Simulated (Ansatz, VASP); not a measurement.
## BaS in VASP and in Ansatz

File INCAR:

```
ALGO     = Normal         # electronic algorithm
EDIFF    = 1E-6           # SCF threshold, eV
ENCUT    = 520            # plane-wave cutoff, eV
GGA_COMPAT= False        
ISIF     = 2              # what is computed and relaxed
ISMEAR   = -1             # smearing method
LASPH    = True           # aspherical terms in the spheres
LCHARG   = False          # write CHGCAR
LMIXTAU  = True         
LORBIT   = 11             # projections on sites
LREAL    = False          # projectors in reciprocal space
LSORBIT  = True           # spin-orbit coupling
LWAVE    = False          # write WAVECAR
MAGMOM   = 0 0 0 0 0 0    # initial moments
METAGGA  = R2SCAN         # meta-GGA
NBANDS   = 28             # bands
NELM     = 80             # most SCF steps
PREC     = Accurate       # precision mode
SIGMA    = 0.05           # smearing width, eV
```

KPOINTS

```
k-points
0
Gamma
  5 5 5
```

The input POSCAR:

```
BaS
1.0
    0.0000000000      3.1937500000      3.1937500000
    3.1937500000      0.0000000000      3.1937500000
    3.1937500000      3.1937500000      0.0000000000
Ba S
1 1
Direct
    0.0000000000      0.0000000000      0.0000000000
    0.5000000000      0.5000000000      0.5000000000
```

The input KPOINTS_OPT:

```
path GXWKGLUWLK,UX
10
line-mode
reciprocal
 0.0000000000  0.0000000000  0.0000000000  G
 0.5000000000  0.0000000000  0.5000000000  X

 0.5000000000  0.0000000000  0.5000000000  X
 0.5000000000  0.2500000000  0.7500000000  W

 0.5000000000  0.2500000000  0.7500000000  W
 0.3750000000  0.3750000000  0.7500000000  K

 0.3750000000  0.3750000000  0.7500000000  K
 0.0000000000  0.0000000000  0.0000000000  G

 0.0000000000  0.0000000000  0.0000000000  G
 0.5000000000  0.5000000000  0.5000000000  L

 0.5000000000  0.5000000000  0.5000000000  L
 0.6250000000  0.2500000000  0.6250000000  U

 0.6250000000  0.2500000000  0.6250000000  U
 0.5000000000  0.2500000000  0.7500000000  W

 0.5000000000  0.2500000000  0.7500000000  W
 0.5000000000  0.5000000000  0.5000000000  L

 0.5000000000  0.5000000000  0.5000000000  L
 0.3750000000  0.3750000000  0.7500000000  K

 0.6250000000  0.2500000000  0.6250000000  U
 0.5000000000  0.0000000000  0.5000000000  X
```

File input.yaml:

```yaml
crystal:
  lattice:
    - [0.0, 3.19375, 3.19375]
    - [3.19375, 0.0, 3.19375]
    - [3.19375, 3.19375, 0.0]
  atoms:
    - { symbol: Ba, position: [0.0, 0.0, 0.0] }
    - { symbol: S, position: [0.5, 0.5, 0.5] }
hamiltonian:
  xc: r2scan
  pseudopotentials: { kind: paw_fr }
magnetization:
  noncollinear: true
  spin_orbit: true
kpoints:
  mp_grid: { grid: [5, 5, 5] }
  band_path:
    path:
      - [[0.0, 0.0, 0.0], [0.5, 0.0, 0.5], [0.5, 0.25, 0.75], [0.375, 0.375, 0.75], [0.0, 0.0, 0.0], [0.5, 0.5, 0.5], [0.625, 0.25, 0.625], [0.5, 0.25, 0.75], [0.5, 0.5, 0.5], [0.375, 0.375, 0.75]]
      - [[0.625, 0.25, 0.625], [0.5, 0.0, 0.5]]
    npoints: 14
scf:
  occupations: { method: fermi_dirac, width: 0.05 }
  n_extra_bands: 6
output:
  forces: true
  stress: true
  eigenvalues: true
  fatbands: true
  write_density: true
  write_potential: true
  elf: true
  volumetric_format: npy
```

Alike in both runs: task band structure; functional r2SCAN; k mesh 5 × 5 × 5; occupations fermi-dirac, width 0.05 eV; spin-orbit coupling, no magnetisation.

|  | VASP | Ansatz |
| --- | --- | --- |
| version | VASP 6.6.1 | Ansatz 0.2.0 |
| potentials or method | VASP PAW PBE potentials, release 64 (Ba_sv, S) | Ansatz PAW |
| plane-wave cutoff (eV) | 520 | 500 |
| valence electrons in the cell | 16 | 16 |

VASP gave:

- gap on the k mesh at the Fermi level (eV): 2.53
- least direct gap on the mesh (eV): 2.65
- gap along the band path (eV): 2.41
- pressure (GPa): 1.4

Task: Estimate Ansatz's values.

Result: gap on the k mesh at the Fermi level (eV): 2.63; least direct gap on the mesh (eV): 2.72; gap along the band path (eV): 2.51; pressure (GPa): 0.8.

Caveats: the PAW data sets were made with another functional, which shifts forces and pressure a little (VASP); the k mesh misses the band edges, so the gap on the mesh is wider than the one along the path (Ansatz); the PAW data sets come from PBE, with cores solved anew for the run's functional, which leaves a small shift of forces and pressure (Ansatz).
